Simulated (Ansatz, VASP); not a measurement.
**Two plane-wave programs on CaSe**

```xyz
2
Lattice="0.0000 3.3000 3.3000 3.3000 0.0000 3.3000 3.3000 3.3000 0.0000" Properties=species:S:1:pos:R:3 pbc="T T T"
Ca    0.0000    0.0000    0.0000
Se    4.9500    4.9500    4.9500
```

The cell comes from a database or a generator and needn't be the stable form of this composition.

Alike in both runs: task single point; functional PBE; k mesh 6 × 6 × 6; occupations gaussian, width 0.05 eV; no spin polarisation.

|  | VASP | Ansatz |
| --- | --- | --- |
| version | VASP 6.6.1 | Ansatz 0.2.0 |
| potentials or method | VASP PAW PBE potentials, release 64 (Ca_sv, Se) | scalar-relativistic, plane waves, PAW |
| plane-wave cutoff (eV) | 520 | 420 |
| valence electrons in the cell | 16 | 26 |

|  | VASP | Ansatz | Ansatz less VASP |
| --- | --- | --- | --- |
| gap on the k mesh at the Fermi level (eV) | 3.15 | 3.15 | +0.001 |
| least direct gap on the mesh (eV) | 3.24 | 3.24 | 0.000 |
| pressure (GPa) | -0.1 | -0.2 | -0.10 |

With one functional, cell and mesh, what is left measures potentials, basis and numerics. The two sets of potentials don't hold the same shells in valence.

A k mesh can miss the band edges.
